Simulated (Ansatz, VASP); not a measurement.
# Au in VASP and in Ansatz

```xyz
2
Lattice="0.0000 3.0815 3.0815 3.0815 0.0000 3.0815 3.0815 3.0815 0.0000" Properties=species:S:1:pos:R:3 pbc="T T T"
Au   -0.7704   -0.7704   -0.7704
Au    0.7704    0.7704    0.7704
```

Alike in both runs: functional PBE; k mesh 12 × 12 × 12; occupations fermi-dirac, width 0.05 eV; no spin polarisation.

Ansatz relaxed the structure, and its values are those at the end. VASP's run is a single point on that final structure, the one shown.

|  | VASP | Ansatz |
| --- | --- | --- |
| version | VASP 6.6.1 | Ansatz 0.2.0 |
| potentials or method | VASP PAW PBE potentials, release 64 (Au) | PAW with Ansatz's default frozen-core files, scalar-relativistic |
| plane-wave cutoff (eV) | 520 | 420 |
| valence electrons in the cell | 22 | 38 |

```tsv
	VASP	Ansatz	Ansatz less VASP
pressure (GPa)	-0.1	0.0	+0.09
```

The two sets of potentials don't hold the same shells in valence.

Spin-orbit coupling is left out, which matters for the levels of Au.
